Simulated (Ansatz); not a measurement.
Notes on MoSe2

```
Mo Se
1.0
     1.67669    2.90411    0.00000
    -1.67669    2.90411    0.00000
     0.00000    0.00000   13.10529
Mo Se
2 4
Direct
  0.33333 0.33333 0.25000
  0.66667 0.66667 0.75000
  0.33333 0.33333 0.62250
  0.66667 0.66667 0.12250
  0.33333 0.33333 0.87750
  0.66667 0.66667 0.37750
```

Method: LDA, with U_eff = 2.31 eV on Mo d, V = 1.28 eV between Mo d and Se p within 3.069 Å (all-electron-ortho-atomic projectors), collinear spin; PAW, plane waves to 420 eV, 8×8×2 Γ-centred mesh, fermi-dirac occupations (width 0.1 eV) (Ansatz 0.2.0), atoms fixed.

The state carries no moments; the state need not be the lowest.

Q: How is the charge shared?

A: Bader charges in e: Mo +0.90, Se -0.45. In the mean Mo gives up most and Se takes most.

Q: Which atom feels the largest force, and which way?

A: The largest is on Se3 (and as large on other atoms): 0.79 eV/Å, components (0.00, 0.00, 0.79). It makes 49° with the line to a nearest neighbour, Mo2 at 2.56 Å.

Q: What is the band gap?

A: The gap is 1.13 eV, indirect or between spins (the least direct gap found is 1.52 eV).

Q: Is the cell too large or too small?

A: The pressure is -7.9 GPa (compression positive), so with the atoms held at these fractions the cell would first shrink. The principal stresses -8.2, -8.2, -7.2 GPa differ, so its shape would change too.

Q: What is the character of the valence top and the conduction bottom?

A: Within 0.7 eV of the edges, the states project mainly on Mo d (64 %) and Se p (33 %) below the gap and on Mo d (69 %) and Se p (26 %) above it.

Q: What do density and ELF say about some of the short contacts?

A: Mo–Se at 2.56 Å: least valence density 0.50 e/Å³ and ELF 0.49 there. Both are smooth PAW fields, read partly inside the augmentation spheres.

Origin: a known structure type with other elements, at an estimated volume, so it need not be a known compound. Caveats: the input typed no starting moments.
